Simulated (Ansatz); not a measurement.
A trial structure of HfO2 was built thus: 3-, 6-connected net, the two elements on its two kinds of vertex (I4_1/amd, No. 141). Its size is a rough estimate.

```
Hf O
1.0
    -2.25200    2.25200    6.31174
     2.25200   -2.25200    6.31174
     2.25200    2.25200   -6.31174
Hf O
2 4
Cartesian
  0.0000 0.0000 0.0000
  0.0000 2.2520 3.1559
  0.0000 0.0000 10.1319
  0.0000 2.2520 5.6474
  0.0000 2.2520 0.6643
  0.0000 0.0000 2.4916
```

Computed with DFT PBE, scalar-relativistic, plane waves, PAW (Ansatz). Cutoff 420 eV, Gaussian smearing, Γ-centred meshes. Cell and atoms relax first on a coarse mesh and then on a converged one. In between, the cell is made exact in the group found at 0.06 Å. The steps can't lower the symmetry of their start. No spin polarisation.

A guess keeps its type if space group and coordination stay and the shape of the cell changes little (axis ratios within about 15 %, angles within 6°); the volume may change.

Q: Will the relaxed cell still be of the starting type?

A: It keeps its type. The symmetry stays I4_1/amd (No. 141). The end has the anatase type. The volume per atom shrinks by 32.9 %, from 21.3 to 14.3 Å³. The shortest distance goes from 2.35 Å (Hf–O) to 2.07 Å (Hf–O). The ratio c/a of the conventional cell changes by a factor of 0.95. Counting neighbours within 15 % of an atom's shortest distance, the start has Hf 6, O 3 and the end Hf 6, O 3.

The last run used an 8×8×8 mesh for its 6-atom cell and Gaussian smearing of 0.02 eV. Spin–orbit coupling, which can matter for Hf, is left out. Symmetry constrained the relaxation, so the result can be a saddle point.
